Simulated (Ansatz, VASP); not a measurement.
**Two plane-wave programs on CoO**

```
Co O
1.0
     1.60222    0.92504    5.13294
    -1.60222    0.92504    5.13294
     0.00000   -1.85008    5.13294
Co O
2 2
Cartesian
  0.0000 0.0000 15.3909
  0.0000 0.0000 7.6916
  0.0000 0.0000 5.7822
  0.0000 0.0000 13.4821
```

Measurements of this composition are mostly on another form, of space group No. 225.

Alike in both runs: task single point; functional LDA; k mesh 6 × 6 × 6; occupations gaussian, width 0.1 eV; collinear spin.

```csv
,VASP,Ansatz
version,VASP 6.6.1,Ansatz 0.2.0
potentials or method,"VASP PAW LDA potentials, release 64 (Co, O)","scalar-relativistic, plane waves, PAW"
plane-wave cutoff (eV),520,420
valence electrons in the cell,30,46
```

```csv
,VASP,Ansatz,Ansatz less VASP
gap on the k mesh at the Fermi level (eV),none,none,-
pressure (GPa),-19.2,-18.5,+0.70
largest component of the traceless stress (GPa),0.31,0.52,+0.212
rms of the force components (eV/Å),0.013,0.006,-0.0067
net moment per atom (μB),0.00,0.00,0.000
size of the moment on the site where the two differ most (μB),1.94,1.88,-0.062
```

Site moments also hang on the region over which each program counts them. Atom by atom the forces differ by 0.019 eV/Å (rms over components). A gap of «none» marks a metal or a gap that the smearing closes. The two sets of potentials don't hold the same shells in valence.

Caveats: the k mesh is coarse (spacing up to 0.38 Å⁻¹), so the values aren't converged; so large a pressure means that the cell lies far from this level's equilibrium, or that cutoff or potentials fall short (VASP); semilocal functionals often make such compounds metallic where correlation or magnetic order opens a gap, which also shifts bond lengths.
